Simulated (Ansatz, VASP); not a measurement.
# One calculation of Rb, two programs

```xyz
1
Lattice="-2.8364 2.8364 2.8364 2.8364 -2.8364 2.8364 2.8364 2.8364 -2.8364" Properties=species:S:1:pos:R:3 pbc="T T T"
Rb    0.0000    0.0000    0.0000
```

Alike in both runs: functional PBE; k mesh 8 × 8 × 8; occupations fermi-dirac, width 0.05 eV; no spin polarisation.

Ansatz relaxed the structure, and its values are those at the end. VASP's run is a single point on that final structure, the one shown.

```csv
,VASP,Ansatz
version,VASP 6.6.1,Ansatz 0.2.0
potentials or method,"VASP PAW PBE potentials, release 64 (Rb_sv), cutoff 520 eV","all-electron LAPW, scalar-relativistic"
```

```tsv
	VASP	Ansatz	Ansatz less VASP
pressure (GPa)	0.0	0.0	0.00
```

Ansatz ran all-electron here, so the differences hold the error of VASP's frozen core and of both bases.
